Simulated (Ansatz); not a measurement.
# Si (Si, fcc): the cost of one run

Program: Ansatz 0.2.0. Level of theory: DFT PBE, plane waves (420 eV) with PAW, scalar-relativistic. These are calculated values, not measurements.

## 1. The structure to begin with

Symmetry: Fm-3m, No. 225, cubic system. The conventional cell has a = 3.916 Å, b = 3.916 Å, c = 3.916 Å, α = 90.00°, β = 90.00°, γ = 90.00°. Si (site symmetry m-3m) has 12 Si at 2.77 Å as nearest neighbours.

Coordinates:

```xyz
1
Lattice="0.0000 1.9581 1.9581 1.9581 0.0000 1.9581 1.9581 1.9581 0.0000" Properties=species:S:1:pos:R:3 pbc="T T T"
Si    0.0000    0.0000    0.0000
```

## 2. Relaxing cell and atoms

input.yaml reads:

```yaml
crystal:
  lattice:
    - [0.0, 1.9581061854, 1.9581061854]
    - [1.9581061854, 0.0, 1.9581061854]
    - [1.9581061854, 1.9581061854, 0.0]
  atoms:
    - { symbol: Si, position: [0.0, 0.0, 0.0] }
hamiltonian:
  xc: pbe
  pseudopotentials:
    kind: paw
    azcp:
      Si: "pseudopotentials/Si.paw.azcp"
basis:
  ecutwfc: 420
  fft_grid_basis: typed
kpoints:
  mp_grid: { grid: [14, 14, 14], shift: [0, 0, 0] }
magnetization:
  spin_polarized: false
scf:
  occupations: { method: fermi_dirac, width: 0.1 }
relax:
  max_steps: 60
  f_tol: 0.01
  cell: {}
output:
  write_density: true
  write_potential: true
  elf: true
  volumetric_format: npy
```

Launch:

```console
> ansatz run input.yaml --threads 1 --pin off --max-ram 3584MiB --backend cpu --events-out ev --progress --plain --runs-dir out
```

**Question.** How long does this run take on 1 thread of Intel Xeon Platinum 8259CL at 2.50GHz (Skylake/Cascade Lake), shared host, and how much memory does it need?

About 5.1 s, with a peak of 0.47 GiB.
